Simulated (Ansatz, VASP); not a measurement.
## One calculation of InP, two programs

```
In P
1.0
     0.00000    2.88355    2.85500
     2.88355    0.00000    2.85500
     2.88355    2.88355    0.00000
In P
1 1
Direct
  0.00000 0.00000 0.00000
  0.50000 0.50000 0.50000
```

Change from the starting cell: equal xx and yy strain of +1 %.

Alike in both runs: task single point; functional LDA; k mesh 11 × 11 × 11; occupations fermi-dirac, width 0.05 eV; no spin polarisation.

|  | VASP | Ansatz |
| --- | --- | --- |
| version | VASP 6.6.1 | Ansatz 0.2.0 |
| potentials or method | VASP PAW LDA potentials, release 64 (In_d, P), cutoff 520 eV | all-electron LAPW, scalar-relativistic |

|  | VASP | Ansatz | Ansatz less VASP |
| --- | --- | --- | --- |
| pressure (GPa) | -10.3 | -10.3 | +0.02 |
| largest component of the traceless stress (GPa) | 0.40 | 0.40 | -0.006 |

Ansatz ran all-electron here, so the differences hold the error of VASP's frozen core and of both bases.
